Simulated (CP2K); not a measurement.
Wanted: the native input for a CP2K 2026.2 run.

```yaml
Task: projected density of states
Functional: PBE
Potentials_or_basis: GTH_POTENTIALS Ti GTH-PBE-q12, O GTH-PBE-q6; DZVP-MOLOPT-SR-GTH basis
Density_cutoff: 8163 eV
k_mesh: 8 × 8 × 8
Occupations: fermi-dirac, width 0.05 eV
Spin: no spin polarisation
Hubbard_terms: Ti d U = 8.0 eV
SCF_solver: diagonalisation with k points
Quickstep_method: GPW
EPS_DEFAULT: 1.0E-10
EPS_SCF: 1.0E-6
MAX_SCF: 100
SCF_GUESS: ATOMIC
k_points_reduced_by_the_point_group: yes
Mesh_centred_on_Gamma: yes
CHOLESKY: OFF
EPS_EIGVAL: 1.0E-7
MIXING_METHOD: BROYDEN_MIXING
MIXING_ALPHA: 0.4
NBUFFER: 8
NGRIDS: 4
Basis_sets: Ti DZVP-MOLOPT-SR-GTH-q12, O DZVP-MOLOPT-SR-GTH-q6
Potentials: Ti GTH-PBE-q12 of GTH_POTENTIALS, O GTH-PBE-q6 of GTH_POTENTIALS
ADDED_MOS: "[24]"
PLUS_U_METHOD: MULLIKEN
Shape_of_the_broadening: GAUSSIAN
Broadening_of_the_DOS_eV: 0.15 eV
Step_of_the_DOS_eV: 0.05 eV
REL_CUTOFF_Ry: 60 Ry
MIXING_BETA_1/bohr: 1.5 1/bohr
CUTOFF_of_the_grids: 600 Ry
```

Crystal: TiO2 (Anatase).

```
Ti O
1.0
     5.45820    0.00000    0.00000
     2.83460    4.66444    0.00000
    -4.14640   -2.33222    2.67583
Ti O
2 4
Direct
  0.75000 0.25000 0.50000
  0.00000 0.00000 0.00000
  0.79190 0.79190 0.00000
  0.54190 0.04190 0.50000
  0.95810 0.45810 0.50000
  0.20810 0.20810 0.00000
```

One way to write it, as run:

tio2_pdos.inp

```
&GLOBAL
  PROJECT tio2_pdos
  RUN_TYPE ENERGY_FORCE
  PRINT_LEVEL LOW
&END GLOBAL
&FORCE_EVAL
  METHOD QS
  STRESS_TENSOR ANALYTICAL
  &DFT
    BASIS_SET_FILE_NAME BASIS_MOLOPT
    POTENTIAL_FILE_NAME GTH_POTENTIALS
    PLUS_U_METHOD MULLIKEN
    &MGRID
      CUTOFF 600
      REL_CUTOFF 60
      NGRIDS 4
    &END MGRID
    &QS
      METHOD GPW
      EPS_DEFAULT 1.0E-10
    &END QS
    &KPOINTS
      SCHEME MONKHORST-PACK 8 8 8
      GAMMA_CENTERED T
      SYMMETRY T
      SYMMETRY_BACKEND SPGLIB
    &END KPOINTS
    &SCF
      SCF_GUESS ATOMIC
      EPS_SCF 1.0E-6
      MAX_SCF 100
      ADDED_MOS 24
      CHOLESKY OFF
      EPS_EIGVAL 1.0E-7
      &DIAGONALIZATION ON
        ALGORITHM STANDARD
      &END DIAGONALIZATION
      &MIXING ON
        METHOD BROYDEN_MIXING
        ALPHA 0.4
        BETA 1.5
        NBUFFER 8
      &END MIXING
      &SMEAR ON
        METHOD FERMI_DIRAC
        ELECTRONIC_TEMPERATURE [K] 580.226
      &END SMEAR
    &END SCF
    &XC
      &XC_FUNCTIONAL
        &GGA_X_PBE
        &END GGA_X_PBE
        &GGA_C_PBE
        &END GGA_C_PBE
      &END XC_FUNCTIONAL
    &END XC
    &PRINT
      &KPOINTS ON
      &END KPOINTS
      &MULLIKEN ON
      &END MULLIKEN
      &MO ON
        ENERGIES T
        OCCUPATION_NUMBERS T
        &EACH
          QS_SCF 0
        &END EACH
        ADD_LAST NUMERIC
      &END MO
      &DOS ON
        &PDOS
          COMPONENTS F
        &END PDOS
        &CURVE
          ENERGY_UNIT EV
          ENERGY_ZERO ABSOLUTE
          &BROADEN
            TYPE GAUSSIAN
            WIDTH [eV] 0.15
          &END BROADEN
        &END CURVE
        DELTA_E 0.001837
      &END DOS
    &END PRINT
  &END DFT
  &SUBSYS
    &CELL
      A 5.4582037439 0.0000000000 0.0000000000
      B 2.8345989259 4.6644439153 0.0000000000
      C -4.1464013349 -2.3322219577 2.6758334814
      PERIODIC XYZ
    &END CELL
    &COORD
      Ti  2.7291018720 -0.0000000000 1.3379167407
      Ti  0.0000000000 0.0000000000 0.0000000000
      O   6.5670704342 3.6937731365 0.0000000000
      O   1.0033696364 -0.9706707788 1.3379167407
      O   4.4548341075 0.9706707787 1.3379167407
      O   1.7257322356 0.9706707788 0.0000000000
    &END COORD
    &KIND Ti
      BASIS_SET DZVP-MOLOPT-SR-GTH-q12
      POTENTIAL GTH-PBE-q12
      &DFT_PLUS_U
        L 2
        U_MINUS_J [eV] 8.0
      &END DFT_PLUS_U
    &END KIND
    &KIND O
      BASIS_SET DZVP-MOLOPT-SR-GTH-q6
      POTENTIAL GTH-PBE-q6
    &END KIND
    &PRINT
      &ATOMIC_COORDINATES ON
      &END ATOMIC_COORDINATES
      &CELL ON
      &END CELL
      &SYMMETRY ON
      &END SYMMETRY
    &END PRINT
  &END SUBSYS
  &PRINT
    &FORCES ON
    &END FORCES
    &STRESS_TENSOR ON
    &END STRESS_TENSOR
  &END PRINT
&END FORCE_EVAL
```

Potentials or basis: GTH_POTENTIALS Ti GTH-PBE-q12, O GTH-PBE-q6; DZVP-MOLOPT-SR-GTH basis.

Run with:

```console
$ OMP_NUM_THREADS=1 cp2k.psmp -i tio2_pdos.inp -o tio2_pdos.out
```

Results of the run:

```yaml
Largest_force: 0.083 eV/Å
Band_gap_on_the_k_mesh: 3.12 eV, indirect (least direct gap 3.47 eV)
Mulliken_charges: Ti +1.70; O -0.85 e
```

Caveat: Mulliken charges move with the basis; this program's U acts on Mulliken populations of all basis functions of the shell, so it isn't the U of plane-wave codes; energies scatter by some meV and the pressure isn't listed; the basis of atomic orbitals isn't converged, which shifts pressures, moduli and gaps.

It took 110 s on 1 thread of Arm Neoverse V2 (shared host), peak memory 0.61 GiB.
